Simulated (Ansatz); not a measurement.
# CdSe: equation of state

The task here is to estimate one member of a computed series from the others.

Method: DFT PBEsol, scalar-relativistic, in Ansatz 0.2.0.

## The structure to begin with

It takes space group Fm-3m (No. 225, cubic). Conventional cell: a = 5.748 Å, b = 5.748 Å, c = 5.748 Å, α = 90.00°, β = 90.00°, γ = 90.00°. Cd (site symmetry m-3m) has 6 Se at 2.87 Å as nearest neighbours. Se (site symmetry m-3m) is surrounded by 6 Cd at 2.87 Å.

Structure file:

```cif
data_structure
_symmetry_space_group_name_H-M 'P 1'
_symmetry_Int_Tables_number 1
_cell_length_a 4.0644
_cell_length_b 4.0644
_cell_length_c 4.0644
_cell_angle_alpha 60.000
_cell_angle_beta 60.000
_cell_angle_gamma 60.000
_cell_volume 47.48
loop_
_atom_site_label
_atom_site_type_symbol
_atom_site_fract_x
_atom_site_fract_y
_atom_site_fract_z
_atom_site_occupancy
Cd1 Cd 0.00000 0.00000 0.00000 1
Se1 Se 0.50000 0.50000 0.50000 1
```

Structure from a Materials Project entry, not relaxed further.

Atoms are numbered in the order of the input: Cd1, Se2.

The first run:

File input.yaml:

```yaml
crystal:
  lattice:
    - [0.0, 2.8157884101, 2.8157884101]
    - [2.8157884101, 0.0, 2.8157884101]
    - [2.8157884101, 2.8157884101, 0.0]
  atoms:
    - { symbol: Cd, position: [0.0, 0.0, 0.0] }
    - { symbol: Se, position: [0.5, 0.5, 0.5] }
kpoints:
  mp_grid: { grid: [11, 11, 11] }
scf:
  occupations: { method: fermi_dirac, width: 0.05 }
hamiltonian:
  xc: pbesol
  pseudopotentials: { kind: all_electron, lapw: { basis_error: 0.0005 } }
output:
  forces: true
  stress: true
  eigenvalues: true
```

Steps of the session up to this table: Volume × 0.9405, LAPW; Volume × 0.9405, PAW; Volume × 0.9405, crystal datasets; Volume × 0.98, LAPW; Volume × 0.98, PAW; Volume × 1.02, LAPW; Volume × 1.02, PAW; Volume × 1.06, LAPW; Volume × 1.06, PAW; Volume × 1.06, crystal datasets.

One of the session's tables, all rows but one given; the rest of the session is left out.

It belongs to the step «Fits». 

```
          method  volume (Å³/atom)  pressure (GPa)
            LAPW            22.325           -0.15
            LAPW            23.263           -2.77
            LAPW            23.738           -3.86
            LAPW            24.213           -4.84
            LAPW            25.162           -6.45
             PAW            22.325           -0.15
             PAW            23.263           -2.77
             PAW            23.738               ?
             PAW            24.213           -4.84
             PAW            25.162           -6.45
crystal datasets            22.325           -0.15
crystal datasets            23.738           -3.86
crystal datasets            25.162           -6.45
```

Estimate the missing values for PAW, 23.738.

**Answer.** pressure (GPa): -3.87. In the column «pressure (GPa)» it lies between PAW, 24.213 (-4.84) and LAPW, 23.738 (-3.86).

Limits of these values: Warnings in the runs' records: gradients without spin orbit, crystal datasets made.
